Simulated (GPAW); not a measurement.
# SnO2 (R-3m) in GPAW: dielectric tensor with LDA

Aim: the dielectric tensor of SnO2 with LDA.

Everything below comes from runs of GPAW 26.7.0. Logs are shortened: lines on timing, memory, paths and dates and some standing lists are left out, and cuts for length are marked. The log counts tension as positive stress, the text compression.

**1. The structure**

The structure is trigonal, space group R-3m (No. 166). Conventional cell: a = 3.234 Å, b = 3.234 Å, c = 14.402 Å, α = 90.00°, β = 90.00°, γ = 120.00°. Sn (site symmetry -3m) has 6 O at 2.13 Å as nearest neighbours. O (site symmetry 3m) has 3 Sn at 2.13 Å as nearest neighbours.

Measurements of this composition are mostly on another form, of space group No. 136.

**2. Dielectric tensor, LDA**

File run.py:

```python
import numpy as np
from ase import Atoms
from ase.dft.bandgap import bandgap
from ase.io import write
from gpaw import GPAW, PW
from gpaw.response.df import DielectricFunction

atoms = Atoms(['Sn', 'O', 'O'],
              cell=[[1.6170930752, 0.9336291223, 4.800592584],
                    [-1.6170930752, 0.9336291223, 4.800592584],
                    [0.0, -1.8672582446, 4.800592584]],
              scaled_positions=[[0.5, 0.5, 0.5],
                                [0.76283, 0.76283, 0.76283],
                                [0.23717, 0.23717, 0.23717]],
              pbc=True)

calc = GPAW(mode=PW(600),
            xc='LDA',
            kpts={'size': (8, 8, 8), 'gamma': True},
            occupations={'name': 'fermi-dirac', 'width': 0.001},
            nbands=24,
            convergence={'density': 1e-06},
            maxiter=150,
            txt='gpaw.txt')
atoms.calc = calc
energy = atoms.get_potential_energy()
calc.write('gs.gpw')
write('result.traj', atoms)
print(f'Energy: {energy:.6f} eV')
print('Fermi level:', round(calc.get_fermi_level(), 4), 'eV')
print(f'Gap: {bandgap(calc)[0]:.4f} eV, direct: {bandgap(calc, direct=True)[0]:.4f} eV')

for size in [(12, 12, 12), (17, 17, 17)]:
    name = 'x'.join(str(n) for n in size)
    dense = calc.fixed_density(kpts={'size': size, 'gamma': True},
                               nbands=49, convergence={'bands': 43, 'eigenstates': 1e-7},
                               update_fermi_level=True, txt=f'dense-{name}.txt')
    dense.write(f'{name}.gpw', mode='all')
    df = DielectricFunction(f'{name}.gpw', frequencies=np.array([0.0]), hilbert=False, eta=0.001,
                            ecut=80, nbands=43, intraband=False, txt=f'df-{name}.txt')
    for xc in ['RPA', 'LR0.2', 'LR0.1']:
        for direction in ['x', 'y', 'z', [0, 1, 1], [1, 0, 1], [1, 1, 0]]:
            e0, e = df.get_macroscopic_dielectric_constant(xc=xc, direction=direction)
            print(f'{name} {xc} {direction}: {e0:.4f} without, {e:.4f} with local fields')
```

Potentials or basis: the program's PAW data sets (release 1.2.1) made for this functional, pw.

Started as:

```
> OMP_NUM_THREADS=1 python run.py
```

gpaw.txt:

```text
__  _  _
 | _ |_)|_||  |
 |__||  | ||/\| - 26.7.0

Input parameters:
  mode=PW(ecut=600.0),
  convergence={'density': 1e-06},
  kpts=MonkhorstPack(size=(8, 8, 8), gamma=True),
  maxiter=150,
  nbands=24,
  occupations=Occupations(name='fermi-dirac', width=0.001),
  xc=XC(name='LDA')

Diagonalizing LCAO Hamiltonian
Converting LCAO to pw mode

       O

       Sn

       O

Atoms  # Å, Bohr magnetons
|   | symbol |         x |         y |         z |    initial magnetic moments |
|---|--------|-----------|-----------|-----------|-----------------------------|
| 0 |     Sn |  0.000000 |  0.000000 |  7.200889 | ( 0.0000,  0.0000,  0.0000) |
| 1 |      O | -0.000000 |  0.000000 | 10.986108 | ( 0.0000,  0.0000,  0.0000) |
| 2 |      O | -0.000000 | -0.000000 |  3.415670 | ( 0.0000,  0.0000,  0.0000) |

Unit cell  # Å
| periodic |         x |         y |        z |  lengths |    angles |
|----------|-----------|-----------|----------|----------|-----------|
|      yes |  1.617093 |  0.933629 | 4.800593 | 5.150955 | 36.593718 |
|      yes | -1.617093 |  0.933629 | 4.800593 | 5.150955 | 36.593718 |
|      yes |  0.000000 | -1.867258 | 4.800593 | 5.150955 | 36.593718 |

Number of symmetries: 12
Symmetry operations  # r_c * U_cc + t_c -> r_c
|    | kind |            matrix            |
|----|------|------------------------------|
|  0 |  E   |  1, 0, 0,  0, 1, 0,  0, 0, 1 |
|  1 |  σ   |  1, 0, 0,  0, 0, 1,  0, 1, 0 |
|  2 |  σ   |  0, 1, 0,  1, 0, 0,  0, 0, 1 |
|  3 |  C3  |  0, 1, 0,  0, 0, 1,  1, 0, 0 |
|  4 |  C3  |  0, 0, 1,  1, 0, 0,  0, 1, 0 |
|  5 |  σ   |  0, 0, 1,  0, 1, 0,  1, 0, 0 |
|  6 |  C2  |  0, 0,-1,  0,-1, 0, -1, 0, 0 |
|  7 |  S6  |  0, 0,-1, -1, 0, 0,  0,-1, 0 |
|  8 |  S6  |  0,-1, 0,  0, 0,-1, -1, 0, 0 |
|  9 |  C2  |  0,-1, 0, -1, 0, 0,  0, 0,-1 |
| 10 |  C2  | -1, 0, 0,  0, 0,-1,  0,-1, 0 |
| 11 |  i   | -1, 0, 0,  0,-1, 0,  0, 0,-1 |

BZ-sampling:
  Number of BZ points: 512
  Number of IBZ points: 65

  Monkhorst-Pack size: [8, 8, 8]
  Monkhorst-Pack shift: [0.0625, 0.0625, 0.0625]

K-points  # in reciprocal-cell coordinates
|     |                                coordinates |     weight |
|-----|--------------------------------------------|------------|
|   0 | (  0.00000000,   0.00000000,   0.00000000) | 0.00195312 |
|   1 | (  0.12500000,   0.00000000,  -0.12500000) | 0.01171875 |
|   2 | (  0.12500000,   0.00000000,   0.00000000) | 0.01171875 |
|   3 | (  0.12500000,   0.12500000,  -0.12500000) | 0.01171875 |
|   4 | (  0.12500000,   0.12500000,   0.00000000) | 0.01171875 |
|   5 | (  0.12500000,   0.12500000,   0.12500000) | 0.00390625 |
|   6 | (  0.25000000,  -0.12500000,  -0.12500000) | 0.01171875 |
|   7 | (  0.25000000,   0.00000000,  -0.25000000) | 0.01171875 |
|   8 | (  0.25000000,   0.00000000,  -0.12500000) | 0.02343750 |
|   9 | (  0.25000000,   0.00000000,   0.00000000) | 0.01171875 |
| ... |                                            |            |
|  64 | (  0.50000000,   0.50000000,   0.50000000) | 0.00195312 |

Plane wave coefficients: 1468
Cutoff: 600.0 eV

Spin-components: 1 (collinear spins)
Bands:           24
Projectors:      16
Spin-degeneracy: 2
Datatype:        complex128

Parallelization:
  kpt:    1
  domain: 1
  band:   1

Density:
  Valence electrons: 26.0
  Components: 1
  Grid points: [30 30 30]
  Charge: 0.0  # |e|

Potential:
  Grid points: [30 30 30]

species:
  Sn:
    name:    Tin
    Z:       50.0
    valence: 14
    core:    36
    charge:  0.0  # [|e|]
    compensation charges:
      type: gauss
      rc: 0.38  # [Å]
      lmax: 2
    cutoffs:
      filter: 2.23  # [Å]
      core: 2.35  # [Å]
    projectors
    | kind |    occ | energy [eV] | rcut [Å] |
    |------|--------|-------------|----------|
    |   5s |  2.000 |     -10.799 |    1.201 |
    |   5p |  2.000 |      -3.869 |    1.270 |
    |   4d | 10.000 |     -25.910 |    1.185 |
    |    s |        |      16.413 |    1.201 |
    |    p |        |      23.342 |    1.270 |
    |    d |        |       1.302 |    1.185 |

    Using partial waves for Sn as LCAO basis

  O:
    name:    Oxygen
    Z:       8.0
    valence: 6
    core:    2
    charge:  0.0  # [|e|]
    compensation charges:
      type: gauss
      rc: 0.21  # [Å]
      lmax: 2
    cutoffs:
      filter: 1.17  # [Å]
      core: 0.83  # [Å]
    projectors
    | kind |    occ | energy [eV] | rcut [Å] |
    |------|--------|-------------|----------|
    |   2s |  2.000 |     -23.752 |    0.688 |
    |   2p |  4.000 |      -9.195 |    0.598 |
    |    s |        |       3.459 |    0.688 |
    |    p |        |      18.016 |    0.598 |
    |    d |        |       0.000 |    0.619 |

    Using partial waves for O as LCAO basis

Reference energy: -171921.402948  # eV

eigensolver:
  PPCG
  Converge bands: occupied
  niter=2

density mixing:
  MSR1-Mixer
  Pratt-step length: 0.05
  Maximum mixing coefficient: 0.75
  Old densities: 10
  SVD Regularization: 0.005
  Good broyden scale: 1.0
  Trust region scale: 1.0
  Backstep threshold: 4.0
  History deletion threshold: 6.0
  Fourier metric: weight=20.0, sigma=0.015

occupation numbers:
  Fermi-Dirac:
    width: 0.0010  # eV

poisson solver:
  ecut: 4800.0  # eV

xc functional:
  name: None

convergence criteria:
- Maximum integral of absolute [dens]ity change: 1e-06 electrons / valence electron
- Maximum [total energy] change in last 3 cyles: 0.0005 eV / valence electron
- Maximum integral of absolute [eigenst]ate change: 4e-08 eV^2 / valence electron
maximum number of iterations: 150

SCF iterations
|iter     | |      energy | eigst |  dens |
|---------|-|-------------|-------|-------|
|iter:   1| |  -23.754228 | +0.13 |       |
|iter:   2| |  -23.015354 | -1.72 | -0.90 |
|iter:   3| |  -21.120370 | -0.89 | -0.96 |
|iter:   4| |  -21.091977 | -3.28 | -1.53 |
|iter:   5| |  -21.083533 | -3.49 | -1.80 |
|iter:   6| |  -21.083558c| -5.28 | -2.97 |
|iter:   7| |  -21.083568c| -5.95 | -3.36 |
|iter:   8| |  -21.083568c| -7.89c| -4.50 |
|iter:   9| |  -21.083568c| -7.97c| -5.01 |
|iter:  10| |  -21.083568c| -8.73c| -6.20c|

Converged in 10 steps
Energy contributions relative to reference atoms: (reference = -171921.402948)

Energy contributions:
  Kinetic:          21.772852
  Coulomb:         -20.316300
  Zero:             -0.028433
  External:          0.000000
  Xc:              -22.511686
  Entropy:          -0.000000
  Spinorbit:         0.000000
  ----------------------------
  Free energy:     -21.083568
  Extrapolated:    -21.083568

dipole moment: (0.000000, 0.000000, 0.000012)  # |e|*Ang

Fermi level: 2.937
Eigenvalues  # (at kpt = [0.000, 0.000, 0.000])
| band index |      eig [eV] | occ [0-2] |
|------------|---------------|-----------|
|          0 |       -16.977 |     2.000 |
|        ... |               |           |
|          5 |       -14.828 |     2.000 |
|          6 |       -12.938 |     2.000 |
|          7 |        -1.039 |     2.000 |
|          8 |         1.577 |     2.000 |
|          9 |         1.577 |     2.000 |
|         10 |         1.988 |     2.000 |
[... 8 lines left out ...]
|         19 |        19.793 |     0.000 |
|         20 |        19.973 |     0.000 |
|        ... |               |           |
|         23 |        26.341 |     0.000 |

Gap: 1.791 eV
Transition (v -> c):
  (s=0, k=11, n=12, [0.25, 0.12, -0.12]) -> (s=0, k=0, n=13, [0.00, 0.00, 0.00])
Direct/indirect transitions are different
Direct gap: 1.914 eV
Transition at: (s=0, k=0, n=12, [0.00, 0.00, 0.00])
# Writing to gs.gpw (mode='')
```

Run time: 43 min. Hardware: 1 thread of Arm Neoverse V1, shared host; peak memory 1.4 GiB.

Results:

| Property | Result |
| --- | --- |
| Free energy | -21.0836 eV |
| Band gap on the k mesh | 1.79 eV, indirect (least direct gap 1.91 eV) |
| Electronic dielectric tensor (diagonal) | 4.42, 4.42, 2.75 |

Electronic dielectric tensor:
```
4.42 0.00 0.00
0.00 4.42 0.00
0.00 0.00 2.75
```

Caveat: the long-wavelength limit can be off by a per cent or two; spin-orbit coupling is left out, which moves the levels of the heavy elements; an odd mesh through Γ misses points on the zone boundary, where band edges often lie; the program warned that so skewed a cell can give wrong results.
